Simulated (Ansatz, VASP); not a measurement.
**BN: VASP beside Ansatz**

```
N B
1.0
     0.00000    1.81300    1.81300
     1.81300    0.00000    1.81300
     1.81300    1.81300    0.00000
N B
1 1
Direct
  0.25000 0.25000 0.25000
  0.00000 0.00000 0.00000
```

The cell is a database's computed one.

Alike in both runs: task elastic constants; functional LDA; k mesh 10 × 10 × 10; no spin polarisation.

|  | VASP | Ansatz |
| --- | --- | --- |
| version | VASP 6.6.1 | Ansatz 0.2.0 |
| potentials or method | VASP PAW LDA potentials, release 64 (N, B) | Ansatz PAW |
| plane-wave cutoff (eV) | 600 | 420 |
| occupations | fermi-dirac, width 0.05 eV | fixed |
| valence electrons in the cell | 8 | 8 |

VASP gave:

```
elastic constant that differs most (GPa) : 822
Voigt bulk modulus (GPa)                 : 402
```

Estimate Ansatz's values.

elastic constant that differs most (GPa): 757; Voigt bulk modulus (GPa): 350.

Caveats: the cell is more than 3 GPa from zero pressure, which shifts response properties (Ansatz); the pressure holds a Pulay correction of +1.3 GPa for the finite cutoff (Ansatz); the PAW data sets come from PBE, with cores solved anew for the run's functional, which leaves a small shift of forces and pressure (Ansatz).
